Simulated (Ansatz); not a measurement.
Crystal: Tl.

```
Tl
1.0
     3.45600    0.00000    0.00000
    -1.72800    2.99298    0.00000
     0.00000    0.00000    5.52500
Tl
2
Direct
  0.66667 0.33333 0.75000
  0.33333 0.66667 0.25000
```

Base run:

| Quantity | Value |
| --- | --- |
| Program | Ansatz 0.2.0 |
| Functional | PBEsol |
| Potentials or basis | all-electron LAPW, scalar-relativistic |
| Cutoff | 167 eV (chosen from the basis error) |
| Basis error allowed | 0.001 eV/atom |
| k mesh | 7 × 7 × 4 |
| Occupations | fermi-dirac, width 0.05 eV |
| Spin | no spin polarisation |

Its results: pressure 0.1 GPa.

Q: The run is repeated on the same cell with these changes: potentials or basis from all-electron LAPW, scalar-relativistic to all-electron LAPW, relativistic spinors; spin from no spin polarisation to spin-orbit coupling, no magnetisation. What comes out?

A: Pressure -0.5 GPa.

Caveats: the k mesh is thin for a metal, which can move the energy by tens of meV per atom.
